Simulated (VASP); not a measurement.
## A VASP 6.6.1 single-point calculation on Si

INCAR

```
EDIFF = 1E-7
ISIF = 2
NSW = 0
NELM = 120
PREC = Accurate
LCHARG = .FALSE.
GGA = 91
LASPH = .TRUE.
ENCUT = 520
ISMEAR = -1
LREAL = .FALSE.
NBANDS = 11
LWAVE = .FALSE.
IBRION = -1
SIGMA = 0.02
```

KPOINTS

```
KPOINTS created by Atomic Simulation Environment
0
Gamma
4 4 4
0 0 0
```

POSCAR

```
Si
 1.0000000000000000
     0.0000000000000000    2.6404553287999999    2.7816622993000002
     2.6404553287999999    0.0000000000000000    2.7816622993000002
     2.6404553287999999    2.6404553287999999    0.0000000000000000
 Si
   2
Cartesian
  0.0000000000000000  0.0000000000000000  0.0000000000000000
  1.3202276643999997  1.3202276643999997  1.3908311496499999
```

The recommended PBE PAW datasets give the neutral cell 8 valence electrons.

Command

```
mpirun -np 1 vasp_std
```

Problem. How does this run end, and what does it give?

Solution. It converged. Results: gap between bands v and c on the k mesh 0.38 eV; least direct gap on the k mesh 2.40 eV; pressure 5.9 GPa. Band v is the last that the valence electrons fill when counted band by band, and c is the next.

OSZICAR

```
N       E                     dE             d eps       ncg     rms          rms(c)
DAV:   1     0.485377209009E+01    0.48538E+01   -0.31220E+03   286   0.564E+02
DAV:   2    -0.103402783678E+02   -0.15194E+02   -0.14059E+02   395   0.786E+01
DAV:   3    -0.108094158010E+02   -0.46914E+00   -0.45775E+00   396   0.115E+01
DAV:   4    -0.108136564533E+02   -0.42407E-02   -0.42398E-02   338   0.134E+00
DAV:   5    -0.108136938838E+02   -0.37430E-04   -0.37429E-04   384   0.111E-01    0.493E+00
DAV:   6    -0.106556945795E+02    0.15800E+00   -0.95525E-02   310   0.127E+00    0.303E+00
DAV:   7    -0.105843672907E+02    0.71327E-01   -0.18651E-01   328   0.188E+00    0.256E-01
DAV:   8    -0.105856980972E+02   -0.13308E-02   -0.74489E-03   316   0.468E-01    0.819E-02
DAV:   9    -0.105858213950E+02   -0.12330E-03   -0.15286E-04   357   0.794E-02    0.637E-02
DAV:  10    -0.105858500850E+02   -0.28690E-04   -0.36153E-05   312   0.325E-02    0.176E-02
DAV:  11    -0.105858490108E+02    0.10742E-05   -0.11821E-06   377   0.557E-03    0.336E-03
DAV:  12    -0.105858489492E+02    0.61552E-07   -0.20768E-07   319   0.302E-03
   1 F= -.10585849E+02 E0= -.10585847E+02  d E =-.308633E-05
```

For comparison, a separate PBE run of the intended cell, on usual settings and not on those above, gives a gap of 0.27 eV on its mesh and a pressure of 5.2 GPa.
